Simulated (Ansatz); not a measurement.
The geometry is COD entry 9008834, unchecked; take it as a test cell. The listed cell was then made from it by scaling, straining or moving an atom.

BN: DFT, LDA, PAW with Ansatz's default frozen-core files, scalar-relativistic (Ansatz 0.2.0). What sets it apart from a plain run of this crystal: equal xy, yz and zx engineering shear strains of -1 %.

Command: `ansatz run input.yaml --threads 1 --pin off --max-ram 3072MiB --backend cpu --events-out ev --progress --plain --runs-dir out` The run took 1.9 s on 1 thread of Arm Neoverse V2, on a shared host, peak memory 0.29 GiB.

```yaml
crystal:
  lattice:
    - [-0.018075, 1.7984625, 1.7984625]
    - [1.7984625, -0.018075, 1.7984625]
    - [1.7984625, 1.7984625, -0.018075]
  atoms:
    - { symbol: B, position: [0.0, 0.0, 0.0] }
    - { symbol: "N", position: [0.75, 0.75, 0.75] }
kpoints:
  mp_grid: { grid: [11, 11, 11] }
scf:
  occupations: { method: fermi_dirac, width: 0.02 }
hamiltonian:
  xc: lda
  pseudopotentials: { kind: paw }
output:
  forces: true
  stress: true
  eigenvalues: true
  efg: { contact_densities: true }
```

Output (standing set-up lines are left out):

```
Basis set: ecut = 420 eV, 253 PW (Γ)
Symmetry: 6 space group operations
Space group: R3m (ITA 160), of the structure as read, at distance tolerance 2.3e-5 Å
k-points: 146 of 1331 (time reversal used)
SCF iter   1: F=—  HF=-526.453511 eV  |F-HF|=—  |Δ(HF+E_count)|=         —  Δρ=7.38e-3  dr2=4.67e-3  ethr=1.77e-3  ⟨swp⟩=4.7  Hψ=7452  notcnv=0
preconditioner: auto → none  [insulator: Δε(μ)=4.366 eV  Ē_g=19.816 eV  σ=0.020 eV  W_gap=1.00  n_scr=0 (ndim 8)  ℏωp=30.6 eV  f_vac=0.000  D(μ)=0.00/eV (n_scr^D=0)  ε∞_Penn≈3.4]
SCF iter   2: F=—  HF=-526.452233 eV  |F-HF|=—  |Δ(HF+E_count)|=   1.28e-3  Δρ=3.22e-3  dr2=4.47e-4  ethr=5.84e-5  ⟨swp⟩=2.1  Hψ=2967  notcnv=0
SCF iter   3: F=—  HF=-526.452094 eV  |F-HF|=—  |Δ(HF+E_count)|=   1.39e-4  Δρ=1.35e-3  dr2=7.44e-5  ethr=5.59e-6  ⟨swp⟩=2.8  Hψ=1985  notcnv=0
SCF iter   4: F=—  HF=-526.452073 eV  |F-HF|=—  |Δ(HF+E_count)|=   2.16e-5  Δρ=3.85e-4  dr2=6.06e-6  ethr=9.30e-7  ⟨swp⟩=1.0  Hψ=1168  notcnv=0
SCF iter   5: F=—  HF=-526.452071 eV  |F-HF|=—  |Δ(HF+E_count)|=   1.72e-6  Δρ=5.16e-5  dr2=1.16e-7  ethr=7.57e-8  ⟨swp⟩=1.0  Hψ=1172  notcnv=0
SCF iter   6: F=-526.452071 eV  HF=-526.452071 eV  |F-HF|=3.83e-11  |Δ(HF+E_count)|=   1.31e-8  Δρ=3.02e-6  dr2=3.86e-10  ethr=1.25e-9  ⟨swp⟩=4.3  Hψ=3981  notcnv=0
SCF 1 converged in 6 iterations: F = -526.452071 eV  dr2 = 3.86e-10
  greatest PAW one-centre occupation: 0.780 electrons in one spin orbital (limit 2), on the N atom at site 1 (counted from 0), in its partial waves of l = 0
SCF converged after 6 iterations
Free energy (F): -526.452071 eV
Harris-Foulkes:  -526.452071 eV  (|F-HF|=3.83e-11)
Internal energy: -526.452071 eV  (E = F + TS)
E sigma→0 (E₀):  -526.452071 eV
Fermi energy:    13.154596 eV
--- Per-component energies (eV) ---
  E_band       = 24.812189
  E_kinetic    = 185.154559
  E_local      = -176.580274  (includes V_loc(G=0)·N_el)
  E_nonlocal   = 58.504128
  E_hartree    = 48.614802
  E_xc         = -92.555819
  E_vxc        = -115.541586  (∫ρ·V_xc dr)
  E_paw        = -191.341079  (= ΣΔE_a)
  E_vpaw       = -23.954473  (= ΣTr[D̂ρ^β])
  E_aug_tail   = 0.000098  (compensation charges beyond the density's cutoff)
  E_ewald      = -358.374364
  E_core_change = 0.125878  (= ΣΔE_core)
  E_smearing   = -0.000000  (= −TS)
  E_closure    = -0.000000  (closes the sum)
  Σ components = -526.452071   (vs F -526.452071, Δ=0.00e0)
--- Forces (eV/Å), atoms counted from 1 ---
  atom   1  B      0.01984746     0.01984746     0.01984746
  atom   2  N     -0.01984706    -0.01984706    -0.01984706
  max |Σ_I F_I| component: 4.01e-7 eV/Å
--- Stress (GPa, compression-positive) ---
      -10.829776       4.496660       4.496660
        4.496660     -10.829776       4.496660
        4.496660       4.496660     -10.829776
  P = ⅓ Tr σ = -10.8298 GPa (-108.298 kbar)
--- PAW observables at the nuclei: V_zz in 10²¹ V/m², potentials from the cell's mean, atoms counted from 1 ---
  atom   1  B  V_zz =    -0.112317   η = 0.0000   by run symmetry: allowed
            electrostatic potential = -327.745215 V   contact ρ = 475.127145 e/Å³
  atom   2  N  V_zz =    -0.317328   η = 0.0000   by run symmetry: allowed
            electrostatic potential = -517.769548 V   contact ρ = 1387.456097 e/Å³
--- Band table (eV; the first three rows and the last of 146) ---
  k-point 0: bands = ["-9.1518", "10.9060", "10.9060", "10.9594", "19.4869", "19.4869", "19.8137", "21.4207"]
  k-point 1: bands = ["-8.9514", "9.8370", "10.7001", "10.7415", "19.7838", "19.8045", "20.1903", "21.9783"]
  k-point 2: bands = ["-8.3589", "7.4558", "10.2162", "10.2412", "20.2581", "20.5111", "20.8981", "23.3345"]
  k-point 145: bands = ["-4.6342", "0.4662", "8.1363", "8.6535", "20.7796", "21.6067", "21.8929", "26.2624"]
```
